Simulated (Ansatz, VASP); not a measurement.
Ru in VASP and in Ansatz

The input INCAR:

```
PREC = Accurate
ENCUT = 520
EDIFF = 1E-6
ISMEAR = 0
SIGMA = 0.15
LREAL = False
LASPH = True
NELM = 80
ALGO = Normal
ISIF = 2
LWAVE = False
LCHARG = True
GGA = PE
LELF = True
LVHAR = True
NBANDS = 13
```

KPOINTS

```
regular mesh
0
Gamma
  20 20 20
```

File POSCAR:

```
Ru
1.0
    0.0000000000      1.9288975898      1.9288975898
    1.9288975898      0.0000000000      1.9288975898
    1.9288975898      1.9288975898      0.0000000000
Ru
1
Direct
    0.0000000000      0.0000000000      0.0000000000
```

Input for Ansatz:

```yaml
crystal:
  lattice:
    - [0.0, 1.9288975898, 1.9288975898]
    - [1.9288975898, 0.0, 1.9288975898]
    - [1.9288975898, 1.9288975898, 0.0]
  atoms:
    - { symbol: Ru, position: [0.0, 0.0, 0.0] }
basis:
  ecutwfc: 420
kpoints:
  mp_grid: { grid: [20, 20, 20] }
hamiltonian:
  xc: pbe
scf:
  occupations: { method: gaussian, width: 0.15 }
output:
  forces: true
  stress: true
  eigenvalues: true
```

Change from the starting cell: equal engineering shear yz, xz and xy +0.0000, equal normal strain along x, y and z +0.0125.

Alike in both runs: task single point; functional PBE; k mesh 20 × 20 × 20; occupations gaussian, width 0.15 eV; no spin polarisation.

|  | VASP | Ansatz |
| --- | --- | --- |
| version | VASP 6.6.1 | Ansatz 0.2.0 |
| potentials or method | VASP PAW PBE potentials, release 64 (Ru_pv) | scalar-relativistic, plane waves, PAW |
| plane-wave cutoff (eV) | 520 | 420 |
| valence electrons in the cell | 14 | 16 |

```csv
,VASP,Ansatz,Ansatz less VASP
gap on the k mesh at the Fermi level (eV),none,none,-
pressure (GPa),-10.3,-10.2,+0.10
```

A gap of «none» marks a metal or a gap that the smearing closes. The functional is the same, so the differences come from potentials, cutoffs and numerics. The two sets of potentials don't hold the same shells in valence.
